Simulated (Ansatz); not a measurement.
**Au: further runs on the relaxed cell**

The task here is to estimate one member of a computed series from the others.

This is Au in the hcp structure; at room conditions it is fcc.

Program: Ansatz 0.2.0. Level of theory: DFT PBE and PBEsol (the runs whose input is shown use PBEsol), scalar-relativistic, plane waves, PAW. These are calculated values, not measurements.

1 further run of the same task is left out (set aside as unsound or not needed).

## The system as given

It takes space group P6_3/mmc (No. 194, hexagonal). The conventional cell has a = 2.917 Å, b = 2.917 Å, c = 4.890 Å, α = 90.00°, β = 90.00°, γ = 120.00°. Around Au (site symmetry -6m2) lie 12 Au at 2.92 to 2.97 Å.

Structure file:

```
CELL_PARAMETERS angstrom
2.91696 0.00000 0.00000
-1.45848 2.52616 0.00000
0.00000 0.00000 4.89003
ATOMIC_POSITIONS crystal
Au 0.33333 0.66667 0.75000
Au 0.66667 0.33333 0.25000
```

This cell was relaxed beforehand with the same method: volume 18.02 Å³/atom, gap on the mesh none (metal).

Set-up of the first run:

File input.yaml:

```yaml
crystal:
  lattice:
    - [2.9169619562, 0.0, 0.0]
    - [-1.4584809781, 2.5261631559, 0.0]
    - [0.0, 0.0, 4.8900307706]
  atoms:
    - { symbol: Au, position: [0.3333333333, 0.6666666667, 0.75] }
    - { symbol: Au, position: [0.6666666667, 0.3333333333, 0.25] }
basis:
  ecutwfc: 420
kpoints:
  mp_grid: { grid: [18, 18, 10] }
hamiltonian:
  xc: pbesol
scf:
  occupations: { method: gaussian, width: 0.1 }
output:
  forces: true
  stress: true
  eigenvalues: true
relax:
  adjacent_minimum: "off"
  f_tol: 0.005
  max_steps: 50
  cell: { stress_tol: 0.05 }
```

On the command line:

```console
$ ansatz run input.yaml --threads 1 --pin off --max-ram 2560MiB --backend cpu --events-out ev --progress --plain --runs-dir out
```

Among the steps run: Relaxing with PBEsol; Relaxing with PBE+D3(BJ); Relaxing with LDA; Relaxing with r2SCAN.

One of the session's tables, all rows but one given; the rest of the session is left out.

It belongs to the step «One structure, several functionals». 

```
functional  a (Å)  b (Å)  c (Å)  volume (Å³/atom)
       PBE  2.917  2.917  4.890             18.02
    PBEsol      ?      ?      ?                 ?
PBE+D3(BJ)  2.882  2.882  4.806             17.29
       LDA  2.838  2.838  4.756             16.59
    r2SCAN  2.890  2.890  4.866             17.60
```

**Question.** Estimate the row for PBEsol.

The run gave: a (Å): 2.866; b (Å): 2.866; c (Å): 4.789; volume (Å³/atom): 17.03. In the column «a (Å)» it lies between LDA (2.838) and PBE+D3(BJ) (2.882).
